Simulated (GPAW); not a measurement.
Wanted: an ASE script for a GPAW 26.7.0 run.

| Item | Value |
| --- | --- |
| Task | band structure |
| Functional | r2SCAN |
| Potentials or basis | GPAW PAW data sets (gpaw-data 1.2.1) |
| Cutoff | 600 eV |
| Basis | pw |
| k mesh | 6 × 6 × 6 |
| Occupations | fermi-dirac, width 0.05 eV |
| Spin | spin-orbit coupling, no magnetisation |
| Maxiter | 150 |
| Band path | GXWKGLUWLK,UX |
| Band points | 100 |
| spin axis theta (degrees) | 0 |
| spin axis phi (degrees) | 0 |
| Soc after scf | second variation without the xc potential |

The structure of TePb lies in TePb.cif:

```cif
data_TePb
_cell_length_a 4.56932402
_cell_length_b 4.56932402
_cell_length_c 4.56932402
_cell_angle_alpha 60.00000000
_cell_angle_beta 60.00000000
_cell_angle_gamma 60.00000000
_space_group_name_H-M_alt 'P1'
_space_group_name_Hall 'P 1'
_space_group_IT_number 1
loop_
_space_group_symop_operation_xyz
'x,y,z'
loop_
_atom_site_label
_atom_site_type_symbol
_atom_site_symmetry_multiplicity
_atom_site_Wyckoff_symbol
_atom_site_fract_x
_atom_site_fract_y
_atom_site_fract_z
_atom_site_occupancy
Pb1 Pb 1 a 0.0000000000 0.0000000000 0.0000000000 1
Te1 Te 1 a 0.5000000000 0.5000000000 0.5000000000 1
```

These files were run (other wordings do the same):

run.py

```python
import numpy as np
from ase.dft.bandgap import bandgap
from ase.io import read, write
from ase.units import GPa
from gpaw import GPAW, PW
from gpaw.spinorbit import soc_eigenstates

atoms = read('TePb.cif')

calc = GPAW(mode=PW(600),
            xc='MGGA_X_R2SCAN+MGGA_C_R2SCAN',
            kpts={'size': (6, 6, 6), 'gamma': True},
            occupations={'name': 'fermi-dirac', 'width': 0.05},
            nbands=19,
            convergence={'density': 1e-05, 'energy': 1e-05},
            maxiter=150,
            txt='gpaw.txt')
atoms.calc = calc
energy = atoms.get_potential_energy()
forces = atoms.get_forces()
stress = atoms.get_stress()
calc.write('gs.gpw')
write('result.traj', atoms)
print(f'Energy: {energy:.6f} eV')
print('Forces (eV/A):')
print(forces.round(4))
print('Stress (GPa):', (stress / GPa).round(3))
print('Fermi level:', round(calc.get_fermi_level(), 4), 'eV')
print(f'Gap: {bandgap(calc)[0]:.4f} eV, direct: {bandgap(calc, direct=True)[0]:.4f} eV')

path = atoms.cell.bandpath('GXWKGLUWLK,UX', npoints=100, eps=1e-4)
bs_calc = calc.fixed_density(kpts=path, symmetry='off', nbands=32,
                             convergence={'bands': 'CBM+6.0', 'eigenstates': 1e-6}, txt='bands.txt')
bs = bs_calc.band_structure()
bs.write('bs.json')
print(f'Gap on the path: {bandgap(bs_calc)[0]:.4f} eV')

soc = soc_eigenstates(bs_calc, theta=0, phi=0, ignore_xc_potential=True)
np.savetxt('soc_bands.dat', soc.eigenvalues(), fmt='%.4f')
mesh = soc_eigenstates('gs.gpw', theta=0, phi=0, ignore_xc_potential=True)
np.savetxt('soc_mesh.dat', mesh.eigenvalues(), fmt='%.4f')
print('Fermi level with spin-orbit coupling:', round(mesh.fermi_level, 4), 'eV')
```

Potentials or basis: GPAW PAW data sets (gpaw-data 1.2.1), pw.

The run is started by

```console
$ OMP_NUM_THREADS=1 python run.py
```

It gave:

| Item | Value |
| --- | --- |
| Pressure | 1.3 GPa |
| Band gap on the k mesh | 0.15 eV, direct |
| Band gap along the path | 0.19 eV, indirect (least direct gap 0.20 eV) |

Caveat: spin-orbit coupling was added after a scalar SCF, so levels and gaps hold it while energy, forces, pressure and moments don't; this program's spin-orbit splittings come out too wide for heavy elements; the PAW data sets were made with another functional, which shifts forces and pressure a little.

Wall time 3.5 min on 1 thread of AMD EPYC 9R14 (Zen 4) (shared host), peak memory 0.54 GiB.
